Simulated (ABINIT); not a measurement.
## As in ABINIT: convergence with cutoff

Input of the first run (cutoff 13.5 Ha); the others differ in this setting and in those tied to it:

File run.abi:

```
# Pseudopotentials
pp_dirpath "./"
pseudos "33_As_15_1.8_2.1_pbe_n_v1.0.psp8"

# Structure
acell 4.5664 4.5664013823 2.83374 Angstrom
rprim
     1.0000000000     0.0000000000     0.0000000000
    -0.4999998486     0.8660254912     0.0000000000
     0.0000000000     0.0000000000     1.0000000000
ntypat 1
znucl 33
natom 2
typat 1 1
xred
     0.3333300000     0.6666700000     0.0000000000
     0.6666700000     0.3333300000     0.0000000000

# Plane-wave basis
ecut 13.5

# k points
kptopt 1
ngkpt 7 7 9
nshiftk 1
shiftk 0.0 0.0 0.0

# Exchange and correlation
ixc 11

# Bands and occupations
nband 19
occopt 7
tsmear 0.05 eV

# SCF cycle
nstep 100
tolvrs 1.0e-10

# Output
iomode 3
prtwf 0
prtden 0
prteig 0
prtebands 0
```

Potentials or basis: SPMS NC PBE v1.0.

The run is started by

```bash
$ abinit run.abi > log 2>&1
```

The cell was built by a generator and needn't be a form met in nature.

Hardware: 1 thread of Arm Neoverse V2 (shared host).

The values tried are 13.5 Ha, 17 Ha, 20.5 Ha, 24 Ha, 29 Ha, 34 Ha, 39 Ha, 46 Ha, 54.5 Ha, loosest first. From which on does the energy stay within 1 meV/atom of the tightest run that finished?

From 34 Ha on.

```tsv
cutoff	energy less the tightest run, at zero smearing (meV/atom)	SCF cycles	CPU time (s)	peak memory (GiB)
13.5 Ha	95110.51	11	28	0.07
17 Ha	27144.59	11	43	0.08
20.5 Ha	5143.48	11	57	0.09
24 Ha	567.63	11	70	0.1
29 Ha	4.76	10	94	0.12
34 Ha	0.62	11	130	0.14
39 Ha	0.40	11	170	0.17
46 Ha	0.15	11	220	0.2
54.5 Ha	0.00	11	280	0.24
```

The tightest run that finished is the yardstick and may itself not be fully converged.
